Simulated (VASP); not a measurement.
The system is MgTe.

```
Mg Te
1.0
     4.59020    0.00000    0.00000
    -2.29510    3.97523    0.00000
     0.00000    0.00000    7.43781
Mg Te
2 2
Direct
  0.33333 0.66667 0.99599
  0.66667 0.33333 0.49599
  0.33333 0.66667 0.37401
  0.66667 0.33333 0.87401
```

The cell is a database's computed one.

| Property | Result |
| --- | --- |
| Program | VASP 6.6.1 |
| Task | relaxation of cell and atoms |
| Functional | LDA |
| Potentials or basis | VASP PAW LDA potentials, release 64 (Mg, Te) |
| Cutoff | 600 eV |
| k mesh | 9 × 9 × 4 |
| Occupations | gaussian, width 0.02 eV |
| Spin | no spin polarisation |

At the start: pressure -1.7 GPa; volume 33.93 Å³/atom.

Question: Where does the relaxation end?

Answer: Over 15 steps the energy falls by 9.6 meV/atom and the volume is 32.27 Å³/atom (-4.9 %); space group P6_3mc (No. 186, to 0.05 Å).

The path:
```csv
step,energy change (eV),largest force (eV/Å),pressure (GPa),volume (Å³)
1,0.0000,0.0202,-1.73,135.72
2,-0.0382,0.0143,0.09,128.65
3,-0.0384,0.0145,0.05,128.93
4,-0.0384,0.0147,0.00,129.11
5,-0.0384,0.0102,-0.01,129.11
6,-0.0385,0.0022,-0.01,129.11
7,-0.0385,0.0011,0.00,129.09
8,-0.0385,0.0048,0.01,129.05
9,-0.0385,0.0035,0.00,129.08
10,-0.0386,0.0027,0.00,129.10
11,-0.0386,0.0025,0.00,129.11
12,-0.0386,0.0018,0.00,129.12
13,-0.0385,0.0008,-0.02,129.14
14,-0.0385,0.0021,-0.01,129.12
15,-0.0386,0.0013,0.01,129.07
```

Final structure:
```yaml
crystal:
  lattice:
    - [4.50798, 0.00000, 0.00000]
    - [-2.25399, 3.90402, 0.00000]
    - [0.00000, 0.00000, 7.33367]
  atoms:
    - { symbol: Mg, position: [0.33333, 0.66667, 0.99675] }
    - { symbol: Mg, position: [0.66667, 0.33333, 0.49675] }
    - { symbol: Te, position: [0.33333, 0.66667, 0.37325] }
    - { symbol: Te, position: [0.66667, 0.33333, 0.87325] }
```
